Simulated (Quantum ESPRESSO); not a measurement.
## LiCl: phonons with PBE

**The experiment to reproduce.**

From a printed reference work, monograph, for a bulk crystal of LiCl: high-frequency dielectric constant 2.75.

Crystal: LiCl.

```xyz
2
Lattice="0.0000 2.5648 2.5648 2.5648 0.0000 2.5648 2.5648 2.5648 0.0000" Properties=species:S:1:pos:R:3 pbc="T T T"
Cl    2.5648    2.5648    2.5648
Li    0.0000    0.0000    0.0000
```

| Item | Value |
| --- | --- |
| Program | Quantum ESPRESSO 7.5 |
| Task | phonons |
| Functional | PBE |
| Potentials or basis | PseudoDojo 0.4.1 SR PBE standard |
| Cutoff | 1007 eV |
| Density cutoff | 4027 eV |
| k mesh | 6 × 6 × 6, shifted |
| Occupations | fermi-dirac, width 0.05 eV |
| Spin | no spin polarisation |
| Mixing beta | 0.5 |
| Most SCF iterations | 120 |
| SCF threshold | 4e-10 Ry |

```
Pressure after relaxing                                 : 0.4 GPa
Electronic dielectric tensor (diagonal)                 : 2.96
Born charges (mean of the diagonal)                     : Cl -1.19; Li +1.19 e
Highest phonon frequency at Γ, LO-TO splitting left out : 176 cm⁻¹
Static dielectric tensor (diagonal)                     : 14.37
```

Levels at points of the mesh, in eV from the valence-band top:
```
           k point  band 2  band 3  band 4  band 5  band 6  band 7  band 8  band 9
(0.08, 0.08, 0.08)  -13.34   -0.23    0.00    0.00    6.58   11.40   11.85   11.85
```

Phonon frequencies in cm⁻¹ (negative: imaginary):
```
              q point        frequencies
(0.000, 0.000, 0.000)  4 4 4 176 176 176
```

Electronic dielectric tensor:
```
2.96 0.00 0.00
0.00 2.96 0.00
0.00 0.00 2.96
```

Born effective charge tensors (e):
atom 1, Cl
```
-1.19  0.00  0.00
 0.00 -1.19  0.00
 0.00  0.00 -1.19
```
atom 2, Li
```
1.19 0.00 0.00
0.00 1.19 0.00
0.00 0.00 1.19
```

Optical modes at Γ, degenerate ones joined, polar ones without the macroscopic field:
```tsv
cm⁻¹	components	symmetry	active in	IR intensity, summed ((D/Å)²/amu)
176	3	T1u	IR	16.79
```

Zone-centre frequencies without and with the macroscopic field along z (cm⁻¹):
```tsv
	optical modes in rising order
without	176 176 176
with the field	176 176 388
```

Static dielectric tensor, electrons and zone-centre modes:
```
14.37  0.00  0.00
 0.00 14.37  0.00
 0.00  0.00 14.37
```

Run time: 3.2 min on 1 thread of Arm Neoverse V1, with other jobs on the host, peak memory 0.07 GiB.

Against the measured high-frequency dielectric constant of LiCl, 2.75 (a printed reference work, monograph), the calculated 2.96 is off by +7.8 %.
